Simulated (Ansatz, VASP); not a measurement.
AlN: VASP beside Ansatz

Contents of INCAR:

```
PREC = Accurate ; ENCUT = 520
EDIFF = 1E-6 ; ISMEAR = 0
SIGMA = 0.05 ; LREAL = False
LASPH = True ; NELM = 80
ALGO = Normal ; ISIF = 2
LWAVE = False ; LCHARG = True
GGA = PS ; LELF = True
LVHAR = True ; NBANDS = 11
```

The input KPOINTS:

```
regular mesh
0
Gamma
  10 10 10
```

POSCAR

```
AlN
1.0
   -0.0202227203      2.0222720330      2.0222720330
    2.0020493127      0.0000000000      2.0020493127
    2.0222720330      2.0222720330     -0.0202227203
Al N
1 1
Direct
    0.5000000000      0.5000000000      0.5000000000
    0.0000000000      0.0000000000      0.0000000000
```

Input for Ansatz:

```yaml
crystal:
  lattice:
    - [-0.0202227203, 2.022272033, 2.022272033]
    - [2.0020493127, 0.0, 2.0020493127]
    - [2.022272033, 2.022272033, -0.0202227203]
  atoms:
    - { symbol: Al, position: [0.5, 0.5, 0.5] }
    - { symbol: "N", position: [0.0, 0.0, 0.0] }
basis:
  ecutwfc: 520.0
kpoints:
  mp_grid: { grid: [10, 10, 10] }
hamiltonian:
  xc: pbesol
  pseudopotentials: { kind: paw, azcp: { folder: soft_1 } }
scf:
  occupations: { method: gaussian, width: 0.05 }
output:
  forces: true
  stress: true
  eigenvalues: true
```

Change from the starting cell: engineering shear strain xz -0.0200, engineering shear strain yz +0.0000.

Alike in both runs: task single point; functional PBEsol; k mesh 10 × 10 × 10; occupations gaussian, width 0.05 eV; no spin polarisation.

```csv
,VASP,Ansatz
version,VASP 6.6.1,Ansatz 0.2.0
potentials or method,"VASP PAW PBE potentials, release 64 (Al, N)","scalar-relativistic, plane waves, PAW"
plane-wave cutoff (eV),520,520
valence electrons in the cell,8,8
```

|  | VASP | Ansatz | Ansatz less VASP |
| --- | --- | --- | --- |
| gap on the k mesh at the Fermi level (eV) | 4.26 | 4.26 | +0.002 |
| least direct gap on the mesh (eV) | 5.50 | 5.48 | -0.019 |
| pressure (GPa) | 0.1 | 0.1 | -0.04 |
| largest component of the traceless stress (GPa) | 6.24 | 6.24 | -0.005 |

Ansatz warned: «pseudo_functional_mismatch».

Caveats: the PAW data sets were made with another functional, which shifts forces and pressure a little (VASP). A k mesh can miss the band edges.
